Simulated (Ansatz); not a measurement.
# HfO2: the cost of one run

Computed with Ansatz 0.2.0 (DFT PBE, scalar-relativistic, plane waves, PAW, unless a step's input says otherwise).

3 further runs of the same task are left out: 1 that didn't finish, 2 set aside as unsound or not needed.

## Step 1: The structure to begin with

It takes space group Fm-3m (No. 225, cubic). Conventional cell: a = 5.098 Å, b = 5.098 Å, c = 5.098 Å, α = 90.00°, β = 90.00°, γ = 90.00°. Around Hf (site symmetry m-3m) lie 8 O at 2.21 Å. O (site symmetry -43m) is surrounded by 4 Hf at 2.21 Å.

Coordinates:

```cif
data_structure
_symmetry_space_group_name_H-M 'Fm-3m'
_symmetry_Int_Tables_number 225
_cell_length_a 5.0976
_cell_length_b 5.0976
_cell_length_c 5.0976
_cell_angle_alpha 90.000
_cell_angle_beta 90.000
_cell_angle_gamma 90.000
_cell_volume 132.46
loop_
_atom_site_label
_atom_site_type_symbol
_atom_site_symmetry_multiplicity
_atom_site_Wyckoff_symbol
_atom_site_fract_x
_atom_site_fract_y
_atom_site_fract_z
_atom_site_occupancy
Hf1 Hf 4 a 0.00000 0.00000 0.00000 1
O1 O 8 c 0.25000 0.75000 0.75000 1
```

This cell was relaxed beforehand with the same method: volume 11.04 Å³/atom, gap on the mesh 3.75 eV.

## Step 2: The undisturbed cell

Input file input.yaml:

```yaml
crystal:
  lattice:
    - [0.0, 2.5488057606, 2.5488057606]
    - [2.5488057606, 0.0, 2.5488057606]
    - [2.5488057606, 2.5488057606, 0.0]
  atoms:
    - { symbol: Hf, position: [0.0, 0.0, 0.0] }
    - { symbol: O, position: [0.25, 0.25, 0.25] }
    - { symbol: O, position: [0.75, 0.75, 0.75] }
basis:
  ecutwfc: 420
kpoints:
  mp_grid: { grid: [8, 8, 8] }
hamiltonian:
  xc: pbe
scf:
  occupations: { method: gaussian, width: 0.05 }
output:
  forces: true
  stress: true
  eigenvalues: true
```

The run is started by

```console
$ ansatz run input.yaml --threads 1 --pin off --max-ram 2560MiB --backend cpu --events-out ev --progress --plain --runs-dir out
```

**Question.** How long does this run take on 1 thread of Intel Xeon Platinum 8259CL at 2.50GHz (Skylake/Cascade Lake), shared host, and how much memory does it need?

About 1.6 s, with a peak of 0.36 GiB.
